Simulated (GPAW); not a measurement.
Crystal: As.

```xyz
4
Lattice="1.8250 -5.5000 0.0000 1.8250 5.5000 0.0000 0.0000 0.0000 4.4700" Properties=species:S:1:pos:R:3 pbc="T T T"
As    1.8250    1.2100    2.5032
As    1.8250   -4.2900    4.2018
As    1.8250   -1.2100    1.9668
As    1.8250    4.2900    0.2682
```

This isn't the form of As at room conditions, which is rhombohedral.

Base run:

- Program: GPAW 26.7.0
- Functional: LDA
- Potentials or basis: the program's PAW data sets (release 1.2.1) made for this functional
- Cutoff: 450 eV
- Basis: pw
- k mesh: 6 × 6 × 5
- Occupations: fermi-dirac, width 0.05 eV
- Spin: no spin polarisation

Its results: pressure -1.7 GPa; largest force 0.162 eV/Å.

Question: The run is repeated on the same cell with these changes: functional from LDA to r2SCAN; potentials or basis from the program's PAW data sets (release 1.2.1) made for this functional to GPAW PAW data sets (gpaw-data 1.2.1); cutoff from 450 eV to 600 eV. What comes out?

Answer: Pressure 1.3 GPa; largest force 0.397 eV/Å.

Caveats: the cutoff is short for stress and forces, so pressures can be off by a GPa or more (some runs); the PAW data sets were made with another functional, which shifts forces and pressure a little (some runs).

Not every run made on this cell is shown here.
